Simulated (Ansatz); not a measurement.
The calculation used Ansatz 0.2.0, DFT PBE, scalar-relativistic, plane waves, PAW. All cells share a 420 eV cutoff and Γ-centred k meshes spaced at most about 0.3 Å⁻¹ (about 0.25 or finer for metals, 2π included). No spin polarisation.

Each guess is relaxed in cell and atoms at zero pressure, on a coarse mesh first where it starts far from rest and then on a converged one. The steps can't lower the symmetry of the start, but it can rise. Energies are static (0 K, no zero-point motion).

Two unrelaxed guesses for Ge4N:

A.

```cif
data_structure
_symmetry_space_group_name_H-M 'Pm-3m'
_symmetry_Int_Tables_number 221
_cell_length_a 4.6098
_cell_length_b 4.6098
_cell_length_c 4.6098
_cell_angle_alpha 90.000
_cell_angle_beta 90.000
_cell_angle_gamma 90.000
_cell_volume 97.96
loop_
_atom_site_label
_atom_site_type_symbol
_atom_site_symmetry_multiplicity
_atom_site_Wyckoff_symbol
_atom_site_fract_x
_atom_site_fract_y
_atom_site_fract_z
_atom_site_occupancy
Ge1 Ge 3 c 0.00000 0.50000 0.50000 1
Ge2 Ge 1 a 0.00000 0.00000 0.00000 1
N1 N 1 b 0.50000 0.50000 0.50000 1
```

B.

```cif
data_structure
_symmetry_space_group_name_H-M 'P6/mmm'
_symmetry_Int_Tables_number 191
_cell_length_a 4.3732
_cell_length_b 4.3732
_cell_length_c 4.4443
_cell_angle_alpha 90.000
_cell_angle_beta 90.000
_cell_angle_gamma 120.000
_cell_volume 73.61
loop_
_atom_site_label
_atom_site_type_symbol
_atom_site_symmetry_multiplicity
_atom_site_Wyckoff_symbol
_atom_site_fract_x
_atom_site_fract_y
_atom_site_fract_z
_atom_site_occupancy
Ge1 Ge 3 g 0.50000 0.00000 0.50000 1
Ge2 Ge 1 a 0.00000 0.00000 0.00000 1
N1 N 1 b 0.00000 0.00000 0.50000 1
```

Question: Where do they end, and which end is lower?

Answer: A ends lower, by 264 meV/atom. A: Pm-3m at 19.6 Å³/atom → Pm-3m at 17.4 Å³/atom; B: P6/mmm at 14.7 Å³/atom → P6/mmm at 20.1 Å³/atom. Counting Ge atoms around N (those within 1.25 times the shortest such distance or 1.15 times the sum of covalent radii), the end of A has N 6 and the end of B has N 2. End of A. Conventional cell: a = 4.427 Å. Ge on a site of symmetry 4/mmm is surrounded by 2 N at 2.21 Å and 12 Ge at 3.13 Å; around Ge on a site of symmetry m-3m lie 12 Ge at 3.13 Å; N is surrounded by 6 Ge at 2.21 Å. End of B. Conventional cell: a = 5.431 Å, c = 3.942 Å. Around Ge on a site of symmetry mmm lie 4 Ge at 2.72 Å and 2 N at 2.72 Å; around Ge on a site of symmetry 6/mmm lie 2 N at 1.97 Å; N is surrounded by 2 Ge at 1.97 Å and 6 Ge at 2.72 Å.

Ends held by symmetry can be saddle points. Even the lowest of the cells shown lies +0.67 eV/atom against the elements. Weakly bound directions are ill-defined at this level, which has no dispersion term (P6/mmm), and this can change margins and order among such cells. Some types were kept out of the candidates beforehand, so the set may lack a known form.
